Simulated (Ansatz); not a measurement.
The system is Fe2Ge.

```
Ge Fe
1.0
     4.16363    0.00000    0.00000
    -2.08182    3.60581    0.00000
     0.00000    0.00000    2.62647
Ge Fe
1 2
Direct
  0.00000 0.00000 0.00000
  0.33333 0.66667 0.50000
  0.66667 0.33333 0.50000
```

The cell comes from a database or a generator and needn't be the stable form of this composition.

Program: Ansatz 0.2.0. Alike in all runs: level PBEsol; potentials or basis Ansatz PAW; cell as given; cutoff (eV) 420; smearing fermi-dirac 0.05 eV.

Q: Order these runs on this cell by their pressure, lowest first.
A. spin collinear, program default start; fixed moment (μB) 0.0; k mesh 6 × 6 × 8
B. spin collinear, ferromagnetic start; fixed moment (μB) 9.0; k mesh 6 × 6 × 8
C. spin collinear, ferromagnetic start; fixed moment (μB) 7.5; k mesh 6 × 6 × 8
D. spin collinear, ferromagnetic start; k mesh 7 × 7 × 10; points for each segment of the path 14
E. spin collinear, ferromagnetic start; fixed moment (μB) 1.5; k mesh 6 × 6 × 8

A: A (-24.0 GPa), E (-22.4 GPa), D (-7.1 GPa), C (17.0 GPa), B (36.0 GPa).

Caveats: the PAW data sets come from PBE, with cores solved anew for the run's functional, which leaves a small shift of forces and pressure; the total moment is fixed, so each spin has its own Fermi level (some runs); the thresholds are loose for stress (some runs); a pressure of tens of GPa on the cell as given is suspect, and the run, the potentials or the cell itself is likely at fault (some runs).
